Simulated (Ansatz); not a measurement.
# Ruthenium, hcp under r²SCAN: from relaxation to bulk modulus, part 2 of 2

Aim: take ruthenium in the hcp structure, relax it, solve it on a dense k-mesh, switch on spin-orbit coupling, then scale the cell to 7 volumes from 88 to 112 % of the relaxed one and try a fit of the equation of state. The start is ferromagnetic. The k-meshes are 13×13×8 for the relaxation; 22×22×12 for the dense run; 13×13×8 for spin-orbit coupling; 22×22×12 for the volumes. The starting cell is the deposited one, from the Crystallography Open Database.

Ansatz 0.2.0; DFT, r2SCAN, plane waves (500 eV) with PAW, scalar-relativistic. Earlier steps stand in the parts before.

**5. Equation of state: 88 %**

input.yaml reads:

```yaml
crystal:
  lattice:
    - [2.5932656331, 0.0, 0.0]
    - [-1.2966328165, 2.2458339171, 0.0]
    - [0.0, 0.0, 4.0776644403]
  atoms:
    - { symbol: Ru, position: [0.3333333333, 0.6666666667, 0.25], spin: 1.0 }
    - { symbol: Ru, position: [0.6666666667, 0.3333333333, 0.75], spin: 1.0 }
hamiltonian:
  xc: r2scan
  pseudopotentials:
    kind: paw
    azcp:
      Ru: "pseudopotentials/Ru.paw.azcp"
basis:
  ecutwfc: 500
  fft_grid_basis: typed
kpoints:
  mp_grid: { grid: [22, 22, 12], shift: [0, 0, 0] }
magnetization:
  spin_polarized: true
scf:
  occupations: { method: fermi_dirac, width: 0.05 }
output:
  stress: true
```

Standard output (excerpt; [...] marks lines left out):

```text
Warning: RAYON_NUM_THREADS=4 ignored (pool sized by the plan → 4); use --threads N
[...]
Pseudopotentials: kind: paw
Pseudopotential: Ru, paw, valence charge 16, recommended cutoff 500 eV (meta_gga), <dir>
Functional definition: r2SCAN
[...]
Crystal: 2 atoms, lattice volume = 23.748 Å³
Basis set: ecut = 500 eV, 603 PW (Γ), exchange–correlation on 80×80×120 points (64 copies of the dense FFT grid, shifted against one another)
Bands: 21, of which v1, the nominal top of the filled ones, is band 16 counted from 1 (15 counted from 0)
Symmetry: 24 space group operations
Space group: P63/mmc (ITA 194), of the structure as read, at distance tolerance 2.9e-5 Å
Magnetic group: BNS 194.263 (UNI 1493), of the structure as read, at distance tolerance 2.9e-5 Å
k-points: 364 of 5808
[...]
Starting moments: Σ|m| = 2 μB on 2 of 2 sites
[...]
WARN: the starting moments were not kept: the SCF closed with an absolute magnetisation of 9.8e-7 μB, where they sum to 2 μB in size (2 sites). That is at most 0.1 of that sum. Measured as dr2_m measures the in/out step, that magnetisation stands 1.8e-13 eV from none, at or under the [...]
this state was not tested for a lower state beside it, because the mixer in use, unlike msr1, does not test its closes by its own steps (another_mixer; see scf.mixing.algorithm and scf.lower_state_search)
SCF converged after 15 iterations
Magnetization: 0.0000 μB (16.0000 up, 16.0000 down)
Absolute magnetization: 0.0000 μB (∫|ρ↑−ρ↓|, with the PAW one-centre terms)
Spin contamination: 0.0000 ħ² per cell (⟨S²⟩ above its minimum at these occupations)
Per-site moments (μB) at R_I (Å): [(3.9108194532626544e-7, 1.0434303380900742), (3.9108194529424696e-7, 1.0434303380900742)]
Free energy (F): -11780.895764 eV
[...]
E sigma→0 (E₀):  -11780.891201 eV
Entropy (-TS):   -0.009126 eV (-4.563 meV/atom)
Fermi energy:    27.528937 eV
[...]
--- Stress (GPa, compression-positive) ---
       56.726062       0.000000       0.000000
        0.000000      56.726062       0.000000
        0.000000       0.000000      62.462195
  P = ⅓ Tr σ = 58.6381 GPa (586.381 kbar)
```

Run time: 16 s. Hardware: 4 threads of an Arm CPU, shared host; peak memory 0.63 GiB.

**6. Equation of state: 92 %**

Changes to input.yaml since step 5:

```diff
@@ -2,5 +2,5 @@
   lattice:
-    - [2.5932656331, 0.0, 0.0]
-    - [-1.2966328165, 2.2458339171, 0.0]
-    - [0.0, 0.0, 4.0776644403]
+    - [2.6319767975, 0.0, 0.0]
+    - [-1.3159883987, 2.2793587688, 0.0]
+    - [0.0, 0.0, 4.1385340776]
   atoms:
```

Standard output (excerpt; [...] marks lines left out):

```text
Warning: RAYON_NUM_THREADS=4 ignored (pool sized by the plan → 4); use --threads N
[...]
[... 3 set-up lines as earlier in the session ...]
[...]
Crystal: 2 atoms, lattice volume = 24.828 Å³
Basis set: ecut = 500 eV, 627 PW (Γ), exchange–correlation on 80×80×128 points (64 copies of the dense FFT grid, shifted against one another)
Bands: 21, of which v1, the nominal top of the filled ones, is band 16 counted from 1 (15 counted from 0)
[... 2 set-up lines as earlier in the session ...]
Magnetic group: BNS 194.263 (UNI 1493), of the structure as read, at distance tolerance 2.9e-5 Å
k-points: 364 of 5808
[...]
Starting moments: Σ|m| = 2 μB on 2 of 2 sites
[...]
WARN: the starting moments were not kept: the SCF closed with an absolute magnetisation of 1.1e-6 μB, where they sum to 2 μB in size (2 sites). That is at most 0.1 of that sum. Measured as dr2_m measures the in/out step, that magnetisation stands 4.0e-13 eV from none, at or under the [...]
this state was not tested for a lower state beside it, because the mixer in use, unlike msr1, does not test its closes by its own steps (another_mixer; see scf.mixing.algorithm and scf.lower_state_search)
SCF converged after 15 iterations
Magnetization: 0.0000 μB (16.0000 up, 16.0000 down)
Absolute magnetization: 0.0000 μB (∫|ρ↑−ρ↓|, with the PAW one-centre terms)
Spin contamination: 0.0000 ħ² per cell (⟨S²⟩ above its minimum at these occupations)
Per-site moments (μB) at R_I (Å): [(4.4236934438974465e-7, 1.0590062215721927), (4.423693443939956e-7, 1.0590062215721927)]
Free energy (F): -11781.206161 eV
[...]
E sigma→0 (E₀):  -11781.201291 eV
Entropy (-TS):   -0.009740 eV (-4.870 meV/atom)
Fermi energy:    26.098682 eV
[...]
--- Stress (GPa, compression-positive) ---
       33.131811      -0.000000       0.000000
       -0.000000      33.131811       0.000000
        0.000000       0.000000      37.032602
  P = ⅓ Tr σ = 34.4321 GPa (344.321 kbar)
```

Run time: 16 s. Hardware: 4 threads of an Arm CPU, shared host; peak memory 0.65 GiB.

**7. Equation of state: 96 %**

Changes to input.yaml since step 6:

```diff
@@ -2,5 +2,5 @@
   lattice:
-    - [2.6319767975, 0.0, 0.0]
-    - [-1.3159883987, 2.2793587688, 0.0]
-    - [0.0, 0.0, 4.1385340776]
+    - [2.6695815467, 0.0, 0.0]
+    - [-1.3347907733, 2.3119254369, 0.0]
+    - [0.0, 0.0, 4.1976639817]
   atoms:
```

Standard output (excerpt; [...] marks lines left out):

```text
Warning: RAYON_NUM_THREADS=4 ignored (pool sized by the plan → 4); use --threads N
[...]
[... 3 set-up lines as earlier in the session ...]
[...]
Crystal: 2 atoms, lattice volume = 25.907 Å³
Basis set: ecut = 500 eV, 627 PW (Γ), exchange–correlation on 80×80×128 points (64 copies of the dense FFT grid, shifted against one another)
Bands: 21, of which v1, the nominal top of the filled ones, is band 16 counted from 1 (15 counted from 0)
[... 2 set-up lines as earlier in the session ...]
Magnetic group: BNS 194.263 (UNI 1493), of the structure as read, at distance tolerance 3.0e-5 Å
k-points: 364 of 5808
[...]
Starting moments: Σ|m| = 2 μB on 2 of 2 sites
[...]
WARN: the starting moments were not kept: the SCF closed with an absolute magnetisation of 4.1e-6 μB, where they sum to 2 μB in size (2 sites). That is at most 0.1 of that sum. Measured as dr2_m measures the in/out step, that magnetisation stands 3.8e-12 eV from none, at or under the [...]
this state was not tested for a lower state beside it, because the mixer in use, unlike msr1, does not test its closes by its own steps (another_mixer; see scf.mixing.algorithm and scf.lower_state_search)
SCF converged after 16 iterations
Magnetization: 0.0000 μB (16.0000 up, 16.0000 down)
Absolute magnetization: 0.0000 μB (∫|ρ↑−ρ↓|, with the PAW one-centre terms)
Spin contamination: 0.0000 ħ² per cell (⟨S²⟩ above its minimum at these occupations)
Per-site moments (μB) at R_I (Å): [(1.5803416987341535e-6, 1.0741369261172626), (1.5803416987276504e-6, 1.0741369261172626)]
Free energy (F): -11781.370931 eV
[...]
E sigma→0 (E₀):  -11781.365735 eV
Entropy (-TS):   -0.010391 eV (-5.196 meV/atom)
Fermi energy:    24.784569 eV
[...]
--- Stress (GPa, compression-positive) ---
       14.416589       0.000000       0.000000
        0.000000      14.416589       0.000000
        0.000000       0.000000      16.822513
  P = ⅓ Tr σ = 15.2186 GPa (152.186 kbar)
```

It took 18 s on 4 threads of an Arm CPU, shared host; peak memory 0.65 GiB.

**8. Equation of state: 100 %**

Changes to input.yaml since step 7:

```diff
@@ -2,5 +2,5 @@
   lattice:
-    - [2.6695815467, 0.0, 0.0]
-    - [-1.3347907733, 2.3119254369, 0.0]
-    - [0.0, 0.0, 4.1976639817]
+    - [2.7061557017, 0.0, 0.0]
+    - [-1.3530778508, 2.3435995843, 0.0]
+    - [0.0, 0.0, 4.2551733744]
   atoms:
```

Standard output (excerpt; [...] marks lines left out):

```text
Warning: RAYON_NUM_THREADS=4 ignored (pool sized by the plan → 4); use --threads N
[...]
[... 3 set-up lines as earlier in the session ...]
[...]
Crystal: 2 atoms, lattice volume = 26.987 Å³
Basis set: ecut = 500 eV, 687 PW (Γ), exchange–correlation on 80×80×128 points (64 copies of the dense FFT grid, shifted against one another)
Bands: 21, of which v1, the nominal top of the filled ones, is band 16 counted from 1 (15 counted from 0)
[... 2 set-up lines as earlier in the session ...]
Magnetic group: BNS 194.263 (UNI 1493), of the structure as read, at distance tolerance 3.0e-5 Å
k-points: 364 of 5808
[...]
Starting moments: Σ|m| = 2 μB on 2 of 2 sites
[...]
WARN: the starting moments were not kept: the SCF closed with an absolute magnetisation of 2.6e-6 μB, where they sum to 2 μB in size (2 sites). That is at most 0.1 of that sum. Measured as dr2_m measures the in/out step, that magnetisation stands 2.9e-12 eV from none, at or under the [...]
this state was not tested for a lower state beside it, because the mixer in use, unlike msr1, does not test its closes by its own steps (another_mixer; see scf.mixing.algorithm and scf.lower_state_search)
SCF converged after 16 iterations
Magnetization: 0.0000 μB (16.0000 up, 16.0000 down)
Absolute magnetization: 0.0000 μB (∫|ρ↑−ρ↓|, with the PAW one-centre terms)
Spin contamination: 0.0000 ħ² per cell (⟨S²⟩ above its minimum at these occupations)
Per-site moments (μB) at R_I (Å): [(6.896842603497222e-7, 1.0888529592551597), (6.89684260217497e-7, 1.0888529592551597)]
Free energy (F): -11781.420131 eV
[...]
E sigma→0 (E₀):  -11781.414591 eV
Entropy (-TS):   -0.011080 eV (-5.540 meV/atom)
Fermi energy:    23.573525 eV
[...]
--- Stress (GPa, compression-positive) ---
       -0.423494       0.000000      -0.000000
        0.000000      -0.423494      -0.000000
       -0.000000      -0.000000       0.768487
  P = ⅓ Tr σ = -0.0262 GPa (-0.262 kbar)
```

Run time: 18 s. Hardware: 4 threads of an Arm CPU, shared host; peak memory 0.66 GiB.

**9. Equation of state: 104 %**

Changes to input.yaml since step 8:

```diff
@@ -2,5 +2,5 @@
   lattice:
-    - [2.7061557017, 0.0, 0.0]
-    - [-1.3530778508, 2.3435995843, 0.0]
-    - [0.0, 0.0, 4.2551733744]
+    - [2.7417670974, 0.0, 0.0]
+    - [-1.3708835487, 2.3744399576, 0.0]
+    - [0.0, 0.0, 4.3111689192]
   atoms:
```

Standard output (excerpt; [...] marks lines left out):

```text
Warning: RAYON_NUM_THREADS=4 ignored (pool sized by the plan → 4); use --threads N
[...]
[... 3 set-up lines as earlier in the session ...]
[...]
Crystal: 2 atoms, lattice volume = 28.066 Å³
Basis set: ecut = 500 eV, 699 PW (Γ), exchange–correlation on 80×80×128 points (64 copies of the dense FFT grid, shifted against one another)
Bands: 21, of which v1, the nominal top of the filled ones, is band 16 counted from 1 (15 counted from 0)
[... 2 set-up lines as earlier in the session ...]
Magnetic group: BNS 194.263 (UNI 1493), of the structure as read, at distance tolerance 3.0e-5 Å
k-points: 364 of 5808
[...]
Starting moments: Σ|m| = 2 μB on 2 of 2 sites
[...]
WARN: the starting moments were not kept: the SCF closed with an absolute magnetisation of 1.7e-6 μB, where they sum to 2 μB in size (2 sites). That is at most 0.1 of that sum. Measured as dr2_m measures the in/out step, that magnetisation stands 6.3e-13 eV from none, at or under the [...]
this state was not tested for a lower state beside it, because the mixer in use, unlike msr1, does not test its closes by its own steps (another_mixer; see scf.mixing.algorithm and scf.lower_state_search)
SCF converged after 17 iterations
Magnetization: 0.0000 μB (16.0000 up, 16.0000 down)
Absolute magnetization: 0.0000 μB (∫|ρ↑−ρ↓|, with the PAW one-centre terms)
Spin contamination: 0.0000 ħ² per cell (⟨S²⟩ above its minimum at these occupations)
Per-site moments (μB) at R_I (Å): [(5.657931594223495e-7, 1.1031816150533205), (5.657931593376726e-7, 1.1031816150533205)]
Free energy (F): -11781.377691 eV
[...]
E sigma→0 (E₀):  -11781.371780 eV
Entropy (-TS):   -0.011821 eV (-5.910 meV/atom)
Fermi energy:    22.454128 eV
[...]
--- Stress (GPa, compression-positive) ---
      -12.169470       0.000000       0.000000
        0.000000     -12.169470       0.000000
        0.000000       0.000000     -11.961273
  P = ⅓ Tr σ = -12.1001 GPa (-121.001 kbar)
```

Run time: 20 s. Hardware: 4 threads of an Arm CPU, shared host; peak memory 0.67 GiB.

**10. Equation of state: 108 %**

Changes to input.yaml since step 9:

```diff
@@ -2,5 +2,5 @@
   lattice:
-    - [2.7417670974, 0.0, 0.0]
-    - [-1.3708835487, 2.3744399576, 0.0]
-    - [0.0, 0.0, 4.3111689192]
+    - [2.7764766948, 0.0, 0.0]
+    - [-1.3882383474, 2.4044993507, 0.0]
+    - [0.0, 0.0, 4.3657464715]
   atoms:
```

Standard output (excerpt; [...] marks lines left out):

```text
Warning: RAYON_NUM_THREADS=4 ignored (pool sized by the plan → 4); use --threads N
[...]
[... 3 set-up lines as earlier in the session ...]
[...]
Crystal: 2 atoms, lattice volume = 29.146 Å³
Basis set: ecut = 500 eV, 723 PW (Γ), exchange–correlation on 96×96×128 points (64 copies of the dense FFT grid, shifted against one another)
Bands: 21, of which v1, the nominal top of the filled ones, is band 16 counted from 1 (15 counted from 0)
[... 1 set-up line as earlier in the session ...]
Space group: P63/mmc (ITA 194), of the structure as read, at distance tolerance 3.1e-5 Å
Magnetic group: BNS 194.263 (UNI 1493), of the structure as read, at distance tolerance 3.1e-5 Å
k-points: 364 of 5808
[...]
Starting moments: Σ|m| = 2 μB on 2 of 2 sites
[...]
WARN: the starting moments were not kept: the SCF closed with an absolute magnetisation of 1.9e-6 μB, where they sum to 2 μB in size (2 sites). That is at most 0.1 of that sum. Measured as dr2_m measures the in/out step, that magnetisation stands 1.4e-12 eV from none, at or under the [...]
this state was not tested for a lower state beside it, because the mixer in use, unlike msr1, does not test its closes by its own steps (another_mixer; see scf.mixing.algorithm and scf.lower_state_search)
SCF converged after 17 iterations
Magnetization: 0.0000 μB (16.0000 up, 16.0000 down)
Absolute magnetization: 0.0000 μB (∫|ρ↑−ρ↓|, with the PAW one-centre terms)
Spin contamination: 0.0000 ħ² per cell (⟨S²⟩ above its minimum at these occupations)
Per-site moments (μB) at R_I (Å): [(6.416572212573284e-7, 1.1171474218842288), (6.416572213837875e-7, 1.1171474218842288)]
Free energy (F): -11781.262788 eV
[...]
E sigma→0 (E₀):  -11781.256478 eV
Entropy (-TS):   -0.012619 eV (-6.310 meV/atom)
Fermi energy:    21.416540 eV
[...]
--- Stress (GPa, compression-positive) ---
      -21.433480       0.000000      -0.000000
       -0.000000     -21.433480      -0.000000
       -0.000000      -0.000000     -22.022304
  P = ⅓ Tr σ = -21.6298 GPa (-216.298 kbar)
```

Run time: 20 s. Hardware: 4 threads of an Arm CPU, shared host; peak memory 0.72 GiB.

**11. Equation of state: 112 %**

Changes to input.yaml since step 10:

```diff
@@ -2,5 +2,5 @@
   lattice:
-    - [2.7764766948, 0.0, 0.0]
-    - [-1.3882383474, 2.4044993507, 0.0]
-    - [0.0, 0.0, 4.3657464715]
+    - [2.810339504, 0.0, 0.0]
+    - [-1.405169752, 2.4338254037, 0.0]
+    - [0.0, 0.0, 4.4189925298]
   atoms:
```

Standard output (excerpt; [...] marks lines left out):

```text
Warning: RAYON_NUM_THREADS=4 ignored (pool sized by the plan → 4); use --threads N
[...]
[... 3 set-up lines as earlier in the session ...]
[...]
Crystal: 2 atoms, lattice volume = 30.225 Å³
Basis set: ecut = 500 eV, 761 PW (Γ), exchange–correlation on 96×96×144 points (64 copies of the dense FFT grid, shifted against one another)
Bands: 21, of which v1, the nominal top of the filled ones, is band 16 counted from 1 (15 counted from 0)
[... 2 set-up lines as earlier in the session ...]
Magnetic group: BNS 194.263 (UNI 1493), of the structure as read, at distance tolerance 3.1e-5 Å
k-points: 364 of 5808
[...]
Starting moments: Σ|m| = 2 μB on 2 of 2 sites
[...]
WARN: the starting moments were not kept: the SCF closed with an absolute magnetisation of 2.1e-6 μB, where they sum to 2 μB in size (2 sites). That is at most 0.1 of that sum. Measured as dr2_m measures the in/out step, that magnetisation stands 1.6e-12 eV from none, at or under the [...]
this state was not tested for a lower state beside it, because the mixer in use, unlike msr1, does not test its closes by its own steps (another_mixer; see scf.mixing.algorithm and scf.lower_state_search)
SCF converged after 17 iterations
Magnetization: 0.0000 μB (16.0000 up, 16.0000 down)
Absolute magnetization: 0.0000 μB (∫|ρ↑−ρ↓|, with the PAW one-centre terms)
Spin contamination: 0.0000 ħ² per cell (⟨S²⟩ above its minimum at these occupations)
Per-site moments (μB) at R_I (Å): [(3.495334145308129e-7, 1.1307725137475657), (3.495334146045927e-7, 1.1307725137475657)]
Free energy (F): -11781.090824 eV
[...]
E sigma→0 (E₀):  -11781.084087 eV
Entropy (-TS):   -0.013474 eV (-6.737 meV/atom)
Fermi energy:    20.452306 eV
[...]
--- Stress (GPa, compression-positive) ---
      -28.699839       0.000000       0.000000
       -0.000000     -28.699839       0.000000
        0.000000       0.000000     -29.934167
  P = ⅓ Tr σ = -29.1113 GPa (-291.113 kbar)
```

Run time: 22 s. Hardware: 4 threads of an Arm CPU, shared host; peak memory 0.74 GiB.

**12. The equation of state**

All volumes keep the relaxed shape and fractional coordinates.

| V (Å³/atom) | E − E₀ (meV/atom) | P from the stress (GPa) | P from the fit (GPa) |
| --- | --- | --- | --- |
| 11.874 | 261.6 | 58.64 | 58.71 |
| 12.414 | 106.6 | 34.43 | 34.36 |
| 12.954 | 24.4 | 15.22 | 15.14 |
| 13.493 | -0.1 | -0.03 | -0.07 |
| 14.033 | 21.3 | -12.10 | -12.13 |
| 14.573 | 79.0 | -21.63 | -21.69 |
| 15.113 | 165.2 | -29.11 | -29.25 |

A third-order Birch-Murnaghan fit gives V₀ = 13.491 Å³/atom, B₀ = 338 GPa and B₀′ = 4.8; it misses no point by more than 0.07 meV/atom.

**13. Outcome**

What follows sums up all 2 parts.

```
                      quantity                                   value
space group (spins left aside)                      P6_3/mmc (No. 194)
             conventional cell  a = 2.706 Å, c = 4.255 Å (c/a = 1.572)
                        volume                          13.493 Å³/atom
             shortest distance                                 2.640 Å
   against the measured volume                 -0.5 % (13.555 Å³/atom)
               gap on the mesh            none (levels filled in part)
                magnetic state                            non-magnetic
                   V₀, B₀, B₀′            13.491 Å³/atom, 338 GPa, 4.8
```

In words: Against experiment, r²SCAN misses the volume by -0.5 %. Part of the miss is zero-point motion and any thermal expansion in the deposited cell. The moments die out: the run ends non-magnetic. Levels at the Fermi energy are filled in part, as in a metal. Totals with and without spin-orbit coupling (+6.5 eV/atom apart) can't be read as binding, since the two-component data shift the zero of energy. B₀ comes out at 338 GPa, among the stiffest elements; letting shape and positions relax at each volume could only lower it.
